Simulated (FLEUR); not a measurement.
**Fe under changes of volume**

One of the cells (12.019 Å³/atom); the others are scaled copies at fixed shape and fractional positions:

```
Fe
1.0
    -1.44300    1.44300    1.44300
     1.44300   -1.44300    1.44300
     1.44300    1.44300   -1.44300
Fe
1
Direct
  0.00000 0.00000 0.00000
```

- Program: FLEUR MaX-R8.1 (later development tree)
- Functional: LDA
- Potentials or basis: all-electron
- Basis: FLAPW
- Kmax: 4.58 1/bohr
- k mesh: 13 × 13 × 13
- Occupations: fermi-dirac, width 0.05 eV
- Spin: collinear spin, ferromagnetic start
- Starting moments: [3.0] μB

| volume (Å³/atom) | energy over the lowest point (meV/atom) | moment (μB per cell) |
| --- | --- | --- |
| 11.298 | 0.00 | 2.09 |
| 11.538 | 29.38 | 2.13 |
| 12.019 | 101.17 | 2.21 |
| 12.499 | 184.21 | 2.33 |
| 12.740 | ? | ? |

What does the run at 12.740 Å³/atom give?

Energy over the lowest point 228.11 meV/atom; moment 2.40 μB per cell.

Worked out: A Birch-Murnaghan fit of order 2 (a polynomial in V^(-2/3)) to the other rows has no minimum within the range. It gives 229.93 meV/atom at 12.740 Å³/atom, against the run's 228.11. A parabola through the other rows of the moment, of slope 0.301 μB per Å³/atom there, extrapolates to 2.40 μB, against the run's 2.40.

Energies are extrapolated to zero smearing.
